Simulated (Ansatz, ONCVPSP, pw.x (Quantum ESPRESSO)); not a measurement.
What a changed setting does to a pw.x run (fcc W)

Potential: optimised norm-conserving Vanderbilt (ONCV), ONCVPSP 4.0.1.1 (patched build), PBE; core [Kr] 4d10 4f14, reference 5s2 5p6 5d4 6s2; waves: 5s+6s: rc 1.90 bohr, ncon 5, nbas 9, qcut 7.2 1/bohr, 3 projectors, debl 3.6 Ha; 5p: rc 1.60 bohr, ncon 4, nbas 8, qcut 7.1 1/bohr, 2 projectors, debl 3.3 Ha; 5d: rc 1.65 bohr, ncon 5, nbas 10, qcut 6.6 1/bohr, 1 projector; local part: polynomial inside 1.45 bohr (lpopt 5, dvloc0 0 Ha); core correction: none.

The reference run (k-mesh 14³, cutoffs 60/240 Ry, Fermi–Dirac 0.01 Ry, mixing_beta 0.4, conv_thr 1e-9, no spin) gives -2.80 GPa at 16.478 Å³/atom, where all-electron LAPW gives -0.06 GPa. This run, with its own iteration cap, changes degauss to 0.005.

```
&control
  calculation='scf', prefix='x', pseudo_dir='./', outdir='./tmp', tstress=.true., disk_io='none'
/
&system
  ibrav=0, nat=1, ntyp=1, ecutwfc=60, ecutrho=240, nbnd=15,
  occupations='smearing', smearing='fd', degauss=0.005
/
&electrons
  conv_thr=1e-09, mixing_beta=0.4, electron_maxstep=50
/
ATOMIC_SPECIES
W 1.0 W.UPF
CELL_PARAMETERS angstrom
  0.00000000 2.01972156 2.01972156
  2.01972156 0.00000000 2.01972156
  2.01972156 2.01972156 0.00000000
ATOMIC_POSITIONS crystal
W 0.0000 0.0000 0.0000
K_POINTS automatic
14 14 14 0 0 0
```

```bash
pw.x < W.scf.in > W.scf.out
```

**Question.** How does the run end?

**Answer.** It converges in 7 iterations; the free energy moves by +27.7 meV/atom and the pressure by -0.33 GPa. In a metal, with Fermi–Dirac smearing, F lies below its zero-width value by a term in the square of the width.

```
Message from routine setup:
     using ibrav=0 with symmetry is DISCOURAGED, use correct ibrav instead
     lattice parameter (alat)  =       5.3977  a.u.
     unit-cell volume          =     111.1991 (a.u.)^3
     number of electrons       =        14.00
     number of Kohn-Sham states=           15
     kinetic-energy cutoff     =      60.0000  Ry
     charge density cutoff     =     240.0000  Ry
     scf convergence threshold =      1.0E-09
     Exchange-correlation= PBE
     number of k points=   104  Fermi-Dirac smearing, width (Ry)=  0.0050
     iteration #  1     ecut=    60.00 Ry     beta= 0.40
     total energy              =    -136.91496084 Ry
     estimated scf accuracy    <       0.03874108 Ry
     iteration #  2     ecut=    60.00 Ry     beta= 0.40
     total energy              =    -136.91572179 Ry
     estimated scf accuracy    <       0.00555227 Ry
     iteration #  3     ecut=    60.00 Ry     beta= 0.40
     total energy              =    -136.91641239 Ry
     estimated scf accuracy    <       0.00032767 Ry
     iteration #  4     ecut=    60.00 Ry     beta= 0.40
     total energy              =    -136.91642830 Ry
     estimated scf accuracy    <       0.00000383 Ry
     iteration #  5     ecut=    60.00 Ry     beta= 0.40
     total energy              =    -136.91642964 Ry
     estimated scf accuracy    <       0.00000032 Ry
     iteration #  6     ecut=    60.00 Ry     beta= 0.40
     total energy              =    -136.91642968 Ry
     estimated scf accuracy    <          1.3E-09 Ry
     iteration #  7     ecut=    60.00 Ry     beta= 0.40
     the Fermi energy is    21.0388 ev
!    total energy              =    -136.91642968 Ry
     estimated scf accuracy    <          9.5E-10 Ry
     smearing contrib. (-TS)   =      -0.00140716 Ry
     The total energy is F=E-TS. E is the sum of the following terms:
     one-electron contribution =     -20.72270545 Ry
     hartree contribution      =      16.80166990 Ry
     xc contribution           =     -15.27080759 Ry
     ewald contribution        =    -117.72317937 Ry
     convergence has been achieved in   7 iterations
          total   stress  (Ry/bohr**3)                   (kbar)     P=      -31.24
     Message from routine punch:
     Nothing written, as per user request (disk_io='none')
```

The run took about 9.9 s on one core of a shared host (Intel(R) Xeon(R) 6975P-C, 192 threads, 1512 GiB, load 50).
